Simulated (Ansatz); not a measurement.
## Relaxing Tl

Level of theory: DFT PBE, scalar-relativistic, plane waves, PAW (Ansatz 0.2.0). Cutoff 420 eV, Γ-centred k mesh, Gaussian smearing, no spin polarisation in the final step.

Tl was placed on the diamond structure type (Fd-3m, No. 227), at a guessed volume.

```xyz
2
Lattice="0.0000 3.2492 3.2492 3.2492 0.0000 3.2492 3.2492 3.2492 0.0000" Properties=species:S:1:pos:R:3 pbc="T T T"
Tl    3.2492    3.2492    3.2492
Tl    4.8738    4.8738    4.8738
```

Cell and atoms relax at zero pressure; the relaxation can't lower the symmetry of the start. After a coarse first stage the cell is made exact in the group found at 0.06 Å.

Energies count from the standard state of Tl at the same level.

**Question.** Which crystal results?

**Answer.** It keeps Fd-3m (No. 227). The result has the diamond structure. Conventional cell: a = 7.110 Å. Tl is coordinated by 4 Tl at 3.08 Å.

Space group Fd-3m:1 (No. 227). a = 7.110 Å, b = 7.110 Å, c = 7.110 Å, α = 90.00°, β = 90.00°, γ = 90.00°
| atom | site | symmetry | x | y | z |
| --- | --- | --- | --- | --- | --- |
| Tl | 8a | -43m | 0.5000 | 0.0000 | 0.5000 |

**Question.** What are its volume, energy, density and gap?

**Answer.** The volume per atom is 44.93 Å³, the density is 7.55 g/cm³ and the energy over the standard structure is 0.37 eV/atom. The gap on the 14×14×14 mesh is 0 eV (a metal).

The final run used a 14×14×14 mesh on its 2-atom cell and 0.10 eV smearing. For metals, differences of a few meV/atom aren't resolved. Spin–orbit coupling is left out. A structure relaxed within its symmetry needn't be a true minimum. The steps took about 14 core-seconds in all.